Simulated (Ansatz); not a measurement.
Crystal: Ge.

```
Ge
1.0
     4.09041    0.00000    0.00000
    -2.04520    3.54240    0.00000
     0.00000    0.00000    3.32658
Ge
2
Direct
  0.66667 0.33333 0.14086
  0.33333 0.66667 0.85914
```

The cell was built by a generator and needn't be a form met in nature.

| Quantity | Value |
| --- | --- |
| Program | Ansatz 0.2.0 |
| Task | relaxation of cell and atoms |
| Functional | HF |
| Potentials or basis | Ansatz PAW |
| Cutoff | 420 eV (not typed: the program's choice for these potentials) |
| k mesh | 4 × 4 × 4 |
| Occupations | fermi-dirac, width 0.05 eV |
| Spin | no spin polarisation |

At the start: volume 24.10 Å³/atom.

Task: Where does the relaxation end?

Result: It ends after 7 steps and the volume is 25.13 Å³/atom (+4.3 %); space group P-3m1 (No. 164, to 0.05 Å).

Step by step:
| step | energy change (eV) | largest force (eV/Å) | volume (Å³) |
| --- | --- | --- | --- |
| 1 | 0.0000 | 1.0882 | 48.20 |
| 2 | -0.1455 | 0.0561 | 52.61 |
| 3 | -0.1719 | 0.0533 | 49.91 |
| 4 | -0.1733 | 0.0057 | 50.11 |
| 5 | -0.1733 | 0.0051 | 50.37 |
| 6 | -0.1734 | 0.0011 | 50.26 |
| 7 | -0.1745 | 0.0010 | 50.26 |

Final structure:
```
Ge
1.0
     4.14545    0.00000    0.00000
    -2.07272    3.59006    0.00000
     0.00000    0.00000    3.37688
Ge
2
Direct
  0.66667 0.33333 0.08931
  0.33333 0.66667 0.91069
```

Caveat: the k mesh is coarse (spacing up to 0.47 Å⁻¹), so the values aren't converged, least of all with exact exchange; the plane-wave basis is chosen anew once the cell has moved, so the energies of steps on either side of that aren't comparable; the PAW data sets come from PBE, with cores solved anew for the run's functional, which leaves a small shift of forces and pressure.
